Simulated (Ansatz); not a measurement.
# Cu2O (Cuprite): the cost of one run

Computed with Ansatz 0.2.0 through its Python package. Level of theory: DFT LDA, plane waves, PAW.

The COD entry's cell or inner coordinates are ideal or old and differ from later refinements, so a difference from it is no clean test against experiment.

## Step 1: Starting point

The structure is cubic, space group Pn-3m (No. 224). The conventional cell has a = 4.260 Å, b = 4.260 Å, c = 4.260 Å, α = 90.00°, β = 90.00°, γ = 90.00°. Around Cu (site symmetry -3m) lie 2 O at 1.84 Å. Around O (site symmetry -43m) lie 4 Cu at 1.84 Å.

No structure file is read: the coordinates are typed or built in the script.

## Step 2: The code

File elastic_cu2o.py:

```python
# -*- coding: utf-8 -*-
"""Elastic constants of Cu2O."""

from dataclasses import replace

import ansatz as az
import numpy as np
from pymatgen.core import Lattice, Structure
from pymatgen.io.ase import AseAtomsAdaptor


def main():
    pmg_structure = Structure(
        Lattice([[4.26, 0.0, 0.0], [0.0, 4.26, 0.0], [0.0, 0.0, 4.26]]),
        ["Cu", "Cu", "Cu", "Cu", "O", "O"],
        [
            [0.25, 0.25, 0.25],
            [0.25, 0.75, 0.75],
            [0.75, 0.75, 0.25],
            [0.75, 0.25, 0.75],
            [0.0, 0.0, 0.0],
            [0.5, 0.5, 0.5],
        ],
    )
    cu2o = az.Crystal.from_ase(AseAtomsAdaptor.get_atoms(pmg_structure))

    setup = (
        cu2o.calculation()
        .occupations("fixed")
        .functional("LDA")
        .kpoints(6, 6, 6)
    )
    # first bring the cell to zero stress
    rest = setup.relax(cell=True).run(threads=1).lattice
    relaxed = az.Crystal(lattice=az.Lattice.of(rest.cell_ang))
    for site in rest.sites:
        relaxed = relaxed.atom(site.symbol, site.position_frac)
    setup = replace(setup, crystal=relaxed)
    print("relaxed volume {:.3f} A^3".format(abs(np.linalg.det(rest.cell_ang))))
    done = setup.elastic("relaxed_ion").run(threads=1)
    elastic = done.elastic

    C = np.asarray(elastic.c_gpa)
    for i in range(6):
        for j in range(i, 6):
            if abs(C[i, j]) > 0.05:
                print(f"C{i + 1}{j + 1} = {C[i, j]:.1f} GPa")
    print("smallest eigenvalue of C:", round(elastic.stability.min_eigenvalue_gpa, 1), "GPa; stable:", elastic.stability.stable)
    # averaged moduli need a positive definite tensor
    if elastic.stability.min_eigenvalue_gpa > 0:
        m = elastic.moduli
        print(f"K = {m.k_hill_gpa:.1f}, G = {m.g_hill_gpa:.1f}, E = {m.youngs_gpa:.1f} GPa, Poisson ratio {m.poisson:.3f}, K/G = {m.k_hill_gpa / m.g_hill_gpa:.2f}")
        S = np.linalg.inv(elastic.c_gpa)
        print("Young modulus along x, y, z (GPa):", np.round(1 / np.diag(S)[:3], 1))
        print("linear compressibility along x, y, z (1/TPa):", np.round(1000 * S[:3, :3].sum(axis=1), 2))


if __name__ == "__main__":
    main()
```

## Step 3: What the engine is handed

The package turns the script's settings into the engine's input (first run):

```yaml
crystal:
  lattice:
    - [4.26, 0.0, 0.0]
    - [0.0, 4.26, 0.0]
    - [0.0, 0.0, 4.26]
  atoms:
    - { symbol: Cu, position: [0.25, 0.25, 0.25] }
    - { symbol: Cu, position: [0.25, 0.75, 0.75] }
    - { symbol: Cu, position: [0.75, 0.75, 0.25] }
    - { symbol: Cu, position: [0.75, 0.25, 0.75] }
    - { symbol: O, position: [0.0, 0.0, 0.0] }
    - { symbol: O, position: [0.5, 0.5, 0.5] }
kpoints:
  mp_grid:
    grid: [6, 6, 6]
hamiltonian:
  xc: lda
scf:
  occupations:
    method: fixed
relax:
  cell: {}
```

## Step 4: Running it

Started as:

```sh
$ python elastic_cu2o.py
```

**Question.** How long does this script take on 1 thread of Arm Neoverse V1, shared host, and how much memory does it need?

About 3.9 min, with a peak of 0.59 GiB.
